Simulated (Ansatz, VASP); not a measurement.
**Hf in VASP and in Ansatz**

Contents of POSCAR:

```
Hf
1.0
    0.0000000000      2.1874114473      2.1874114473
    2.1874114473      0.0000000000      2.1874114473
    2.1874114473      2.1874114473      0.0000000000
Hf
1
Direct
    0.0000000000      0.0000000000      0.0000000000
```

The input INCAR.step1:

```
ALGO = Normal
EDIFF = 1E-4
ENCUT = 600
GGA = PE
ISMEAR = 0
LASPH = T
LCHARG = F
LREAL = F
LWAVE = T
NELM = 60
PREC = Accurate
SIGMA = 0.1
```

Contents of INCAR.step2:

```
ALGO = Normal
EDIFF = 1E-6
EDIFFG = -0.05
ENCUT = 600
IBRION = 2
ISIF = 3
ISMEAR = 0
ISTART = 1
LASPH = T
LCHARG = F
LMIXTAU = T
LREAL = F
LWAVE = F
METAGGA = R2SCAN
NELM = 60
NSW = 80
PREC = Accurate
SIGMA = 0.1
```

Contents of KPOINTS:

```
k-points
0
Gamma
  8 8 8
```

Input for Ansatz:

```yaml
crystal:
  lattice:
    - [0.0, 2.1874114473, 2.1874114473]
    - [2.1874114473, 0.0, 2.1874114473]
    - [2.1874114473, 2.1874114473, 0.0]
  atoms:
    - { symbol: Hf, position: [0.0, 0.0, 0.0] }
basis:
  ecutwfc: 500
kpoints:
  mp_grid: { grid: [8, 8, 8] }
hamiltonian:
  xc: r2scan
scf:
  occupations: { method: gaussian, width: 0.1 }
output:
  forces: true
  stress: true
  eigenvalues: true
relax:
  adjacent_minimum: "off"
  f_tol: 0.05
  max_steps: 60
  cell: { stress_tol: 0.5 }
```

Alike in both runs: task relaxation of cell and atoms; functional r2SCAN; k mesh 8 × 8 × 8; occupations gaussian, width 0.1 eV; no spin polarisation.

```csv
,VASP,Ansatz
version,VASP 6.6.1,Ansatz 0.2.0
potentials or method,"VASP PAW PBE potentials, release 64 (Hf_pv)","scalar-relativistic, plane waves, PAW"
plane-wave cutoff (eV),600,500
valence electrons in the cell,10,26
```

Ansatz gave:

```
gap on the k mesh at the Fermi level, each at its own relaxed structure (eV) : none
relaxed volume (Å³/atom)                                                     : 22.60
relaxed cell length with the largest relative difference (Å)                 : 3.174
energy change over the relaxation (meV/atom)                                 : -37
```

Which values does VASP return?

gap on the k mesh at the Fermi level, each at its own relaxed structure (eV): none; relaxed volume (Å³/atom): 22.40; relaxed cell length with the largest relative difference (Å): 3.164; energy change over the relaxation (meV/atom): -33.

A gap of «none» marks a metal or a gap that the smearing closes. The two sets of potentials don't hold the same shells in valence.

Caveats: the PAW data sets were made with another functional, which shifts forces and pressure a little (VASP). Zero-point motion and thermal expansion aren't in these numbers. The runs have no spin-orbit coupling, so splittings on Hf are missing.
